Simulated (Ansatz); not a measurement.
# Si6C5: the cost of one run

Computed with Ansatz 0.2.0 (DFT r2SCAN, scalar-relativistic, plane waves, PAW, unless a step's input says otherwise).

The COD entry's cell or inner coordinates are ideal or old and differ from later refinements, so a difference from it is no clean test against experiment.

3 further runs of the same task are left out: 1 that didn't finish, 2 set aside as unsound or not needed.

**1. The structure to begin with**

Symmetry: F-43m, No. 216, cubic system. The conventional cell has a = 4.356 Å, b = 4.356 Å, c = 4.356 Å, α = 90.00°, β = 90.00°, γ = 90.00°. Si (site symmetry -43m) has 4 C at 1.89 Å as nearest neighbours. C (site symmetry -43m) is surrounded by 4 Si at 1.89 Å.

Coordinates:

```
Si C
1.0
     0.00000    2.17814    2.17814
     2.17814    0.00000    2.17814
     2.17814    2.17814    0.00000
Si C
1 1
Cartesian
  0.0000 0.0000 0.0000
  3.2672 3.2672 3.2672
```

It is the result of an earlier relaxation at this level (volume 10.33 Å³/atom; gap on the mesh: 1.71 eV).

Bulk energy on matching settings, from an earlier run: -445.6670 eV/atom.

**2. Cutting the (100) slab**

Miller indices refer to the conventional cell of the relaxed bulk, F-43m (No. 216): a = 4.356 Å, b = 4.356 Å, c = 4.356 Å, α = 90.00°, β = 90.00°, γ = 90.00°.

Cut from the relaxed bulk: a (100) slab, 10.9 Å thick as cut, with 15 Å of vacuum; its outer planes are Si (top) and Si (bottom).

The slab as cut. Layers, bottom to top:

```tsv
plane	atoms per cell	height over the lowest (Å)
1	Si	0.00
2	C	1.09
3	Si	2.18
4	C	3.27
5	Si	4.36
6	C	5.45
7	Si	6.53
8	C	7.62
9	Si	8.71
10	C	9.80
11	Si	10.89
```

**3. Single point on the unrelaxed (100) slab**

The cell repeats along c, and a dipole correction in the vacuum removes the field between the copies.

input.yaml reads:

```yaml
crystal:
  lattice:
    - [3.0803621744, 0.0, 0.0]
    - [0.0, 3.0803621744, 0.0]
    - [0.0, 0.0, 25.89072491]
  atoms:
    - { symbol: Si, position: [0.5, 0.5, 0.289679027] }
    - { symbol: C, position: [0.5, 0.0, 0.3317432216] }
    - { symbol: Si, position: [0.0, 0.0, 0.3738074162] }
    - { symbol: C, position: [0.0, 0.5, 0.4158716108] }
    - { symbol: Si, position: [0.5, 0.5, 0.4579358054] }
    - { symbol: C, position: [0.5, 0.0, 0.5] }
    - { symbol: Si, position: [0.0, 0.0, 0.5420641946] }
    - { symbol: C, position: [0.0, 0.5, 0.5841283892] }
    - { symbol: Si, position: [0.5, 0.5, 0.6261925838] }
    - { symbol: C, position: [0.5, 0.0, 0.6682567784] }
    - { symbol: Si, position: [0.0, 0.0, 0.710320973] }
basis:
  ecutwfc: 500
kpoints:
  mp_grid: { grid: [9, 9, 1] }
hamiltonian:
  xc: r2scan
scf:
  occupations: { method: gaussian, width: 0.05 }
output:
  forces: true
  stress: true
  eigenvalues: true
  write_density: true
  write_potential: true
  elf: true
  volumetric_format: npy
efield:
  axis: 3
  dipole_correction: true
  ramp_width: 0.04
```

The run is started by

```console
$ ansatz run input.yaml --threads 1 --pin off --max-ram 2560MiB --backend cpu --events-out ev --progress --plain --runs-dir out
```

Q: Estimate wall time and peak memory on 1 thread of AMD EPYC 7R43 (Zen 3), shared host.

About 64 s, with a peak of 0.92 GiB.
